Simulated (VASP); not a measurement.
A run of VASP 6.6.1 is set up as follows.

INCAR

```
SYSTEM = TiPbO3
PREC     = Accurate       ! precision mode
ENCUT    = 600            ! plane-wave cutoff, eV
EDIFF    = 1E-7           ! SCF threshold, eV
ISMEAR   = 0              ! smearing method
SIGMA    = 0.03           ! smearing width, eV
LREAL    = .False.        ! projectors in reciprocal space
LASPH    = .True.         ! aspherical terms in the spheres
NELM     = 80             ! most SCF steps
ALGO     = Normal         ! electronic algorithm
ISIF     = 3              ! what is computed and relaxed
LWAVE    = .False.        ! write WAVECAR
LCHARG   = .False.        ! write CHGCAR
GGA      = PS             ! functional
IBRION   = 2              ! ionic algorithm
NSW      = 90             ! ionic steps
EDIFFG   = -0.005         ! ionic threshold
KPAR     = 2
```

Contents of KPOINTS:

```
Automatic mesh
0
Gamma
  8 8 8
  0 0 0
```

Contents of POSCAR:

```
TiPbO3                                  
1.0
    3.8812115707      0.0000000000      0.0000000000
    0.0000000000      3.8812115707     -0.0000000000
    0.0000000000     -0.0000000000      4.1568689556
  Ti              Pb              O             
     1     1     3
Direct
     0.5000000000000000    0.5000000000000000    0.5376270745432562
     0.0000000000000000    0.0000000000000000    0.0006615168900677
     0.5000000000000000    0.5000000000000000    0.1095751948177213
     0.5000000000000000    0.0000000000000000    0.6166681068744808
     0.0000000000000000    0.5000000000000000    0.6166681068744808
```

Potentials or basis: VASP PAW PBE potentials, release 64 (Ti_sv, Pb_d, O).

Run with:

```console
$ cat potpaw_PBE.64/Ti_sv/POTCAR potpaw_PBE.64/Pb_d/POTCAR potpaw_PBE.64/O/POTCAR > POTCAR
$ mpirun -np 2 vasp_std > vasp.out
```

Estimate the space group after relaxing (to 0.05 Å).

P4mm (No. 99).

What does it give for the relaxed volume?

12.55 Å³/atom.

The path:
```csv
step,energy change (eV),largest force (eV/Å),pressure (GPa),volume (Å³)
1,0.0000,0.0076,0.00,62.62
2,0.0000,0.0084,0.01,62.62
3,0.0000,0.0177,0.02,62.63
4,0.0000,0.0065,0.02,62.64
5,0.0000,0.0091,0.02,62.65
6,-0.0001,0.0106,-0.01,62.66
7,-0.0001,0.0131,-0.07,62.69
8,-0.0001,0.0127,-0.06,62.70
9,-0.0001,0.0113,-0.04,62.70
10,-0.0001,0.0087,0.00,62.71
11,-0.0001,0.0090,0.02,62.71
12,-0.0001,0.0081,0.02,62.72
13,-0.0001,0.0111,0.00,62.75
14,-0.0001,0.0118,0.00,62.76
15,-0.0001,0.0043,0.01,62.77
```

Caveat: the PAW data sets were made with another functional, which shifts forces and pressure a little.
